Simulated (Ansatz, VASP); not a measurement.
**W in VASP and in Ansatz**

Contents of INCAR:

```
SYSTEM = W
PREC = Accurate ; ENCUT = 520
EDIFF = 1E-6 ; ISMEAR = -1
SIGMA = 0.1 ; LREAL = .FALSE.
LASPH = .TRUE. ; NELM = 60
ALGO = Normal ; ISIF = 2
LWAVE = .FALSE. ; LCHARG = .FALSE.
GGA = PS ; NBANDS = 13
```

KPOINTS

```
Automatic mesh
0
G
  16 16 16
  0 0 0
```

The input POSCAR:

```
W
1.0
    2.1380264270      0.0000000000      0.0000000000
    0.0000000000      2.1380264270      0.0000000000
    0.0000000000      0.0000000000      2.1380264270
W
1
Direct
    0.0000000000      0.0000000000      0.0000000000
```

Input for Ansatz:

```yaml
crystal:
  lattice:
    - [2.138026427, 0.0, 0.0]
    - [0.0, 2.138026427, 0.0]
    - [0.0, 0.0, 2.138026427]
  atoms:
    - { symbol: W, position: [0.0, 0.0, 0.0] }
kpoints:
  mp_grid: { grid: [16, 16, 16] }
scf:
  occupations: { method: fermi_dirac, width: 0.1 }
hamiltonian:
  xc: pbesol
  pseudopotentials: { kind: paw }
output:
  forces: true
  stress: true
  eigenvalues: true
  populations: true
```

Change from the starting cell: volume scaled by 0.55, PAW files.

Alike in both runs: task single point; functional PBEsol; k mesh 16 × 16 × 16; occupations fermi-dirac, width 0.1 eV; no spin polarisation.

```csv
,VASP,Ansatz
version,VASP 6.6.1,Ansatz 0.2.0
potentials or method,"VASP PAW PBE potentials, release 64 (W_sv)","PAW with Ansatz's default frozen-core files, scalar-relativistic"
plane-wave cutoff (eV),520,420
valence electrons in the cell,14,14
```

```csv
,VASP,Ansatz,Ansatz less VASP
pressure (GPa),489.4,462.8,-26.66
```

The functional is the same, so the differences come from potentials, cutoffs and numerics.

Caveats: the cell as given lies far from equilibrium; so large a pressure means that the cell lies far from this level's equilibrium, or that cutoff or potentials fall short (VASP); the potentials were made for another functional, which shifts forces and pressure (VASP). The runs have no spin-orbit coupling, so splittings on W are missing.
